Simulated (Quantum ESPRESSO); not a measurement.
Sn:

```
CELL_PARAMETERS angstrom
0.00000 3.23334 3.23334
3.23334 0.00000 3.23334
3.23334 3.23334 0.00000
ATOMIC_POSITIONS crystal
Sn 0.75000 0.75000 0.75000
Sn 0.50000 0.50000 0.50000
```

This isn't the form of Sn at room conditions, which is tetragonal (white tin).

- Program: Quantum ESPRESSO 7.5
- Task: Wannier functions
- Functional: LDA
- Potentials or basis: PseudoDojo 0.4.1 SR LDA standard
- Cutoff: 980 eV
- Density cutoff: 3918 eV
- k mesh: 6 × 6 × 6
- Occupations: fermi-dirac, width 0.05 eV
- Spin: no spin polarisation
- Form of the LDA correlation: PW92
- Mixing beta: 0.5
- Most SCF iterations: 120
- SCF threshold: 4e-10 Ry
- k mesh for the Wannier functions: 4 × 4 × 4
- Projections: Sn sp

Start: atomic projections with disentanglement, frozen window up to 1.0 eV over the reference level; the lowest 10 bands are left out. The reference level is the Fermi level, or the middle of the gap.

Problem. With atomic projections with disentanglement, how many functions result, how localised are they, and how well do they interpolate the bands?

Solution. 8 functions with spreads from 1.77 to 1.78 Å², 14.2 Å² in all; they miss the direct bands by 62 meV (root mean square).

Wannier functions:
```csv
function,nearest atom,distance (Å),spread (Å²),on-site energy from the reference level (eV)
1,1 Sn,0.82,1.77,-0.18
2,1 Sn,0.82,1.77,-0.18
3,1 Sn,0.82,1.77,-0.18
4,1 Sn,0.82,1.78,-0.19
5,2 Sn,0.82,1.77,-0.18
6,2 Sn,0.82,1.78,-0.18
7,2 Sn,0.82,1.78,-0.19
8,2 Sn,0.82,1.77,-0.18
```

Parts of the spread (Å²): invariant 12.28, diagonal 0.031, off-diagonal 1.89, total 14.20. Against the direct bands the interpolation misses by 62 meV (root mean square) and 622 meV at most, for states up to 1 eV over the reference level.

Caveat: spin-orbit coupling is left out, which moves the levels of the heavy elements.
